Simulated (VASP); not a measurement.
Here is a VASP 6.6.1 calculation.

INCAR

```
PREC = Accurate ; ENCUT = 600
EDIFF = 1E-7 ; ISMEAR = 0
SIGMA = 0.1 ; LREAL = False
LASPH = True ; NELM = 80
ALGO = Normal ; ISIF = 3
LWAVE = False ; LCHARG = False
METAGGA = R2SCAN ; LMIXTAU = True
IBRION = 2 ; NSW = 90
EDIFFG = -0.005
```

KPOINTS

```
regular mesh
0
Gamma
  10 10 10
```

POSCAR

```
ScAl3
1.0
    4.0878065700      0.0000000000      0.0000000000
    0.0000000000      4.0878065700      0.0000000000
    0.0000000000      0.0000000000      4.0878065700
Sc Al
1 3
Direct
    0.0000000000      0.0000000000      0.0000000000
    0.5000000000      0.0000000000      0.5000000000
    0.0000000000      0.5000000000      0.5000000000
    0.5000000000      0.5000000000      0.0000000000
```

Potentials or basis: VASP PAW PBE potentials, release 64 (Sc_sv, Al).

Run with:

```sh
$ cat potpaw_PBE.64/Sc_sv/POTCAR potpaw_PBE.64/Al/POTCAR > POTCAR
$ mpirun -np 1 vasp_std > vasp.out
```

Q: What does it give for the space group after relaxing (to 0.05 Å)?

A: Pm-3m (No. 221).

Q: Estimate the band gap on the k mesh.

A: None (metal or under the smearing width).

Q: Estimate the relaxed cell.

A: a = 4.085 Å, b = 4.085 Å, c = 4.085 Å, α = 90.00°, β = 90.00°, γ = 90.00°.

Q: What does it give for the relaxed volume?

A: 17.05 Å³/atom.

Final structure:
```xyz
4
Lattice="4.0853 0.0000 0.0000 0.0000 4.0853 0.0000 0.0000 0.0000 4.0853" Properties=species:S:1:pos:R:3 pbc="T T T"
Sc    0.0000    0.0000    0.0000
Al    2.0427    0.0000    2.0427
Al    0.0000    2.0427    2.0427
Al    2.0427    2.0427    0.0000
```

Caveat: the PAW data sets were made with another functional, which shifts forces and pressure a little.
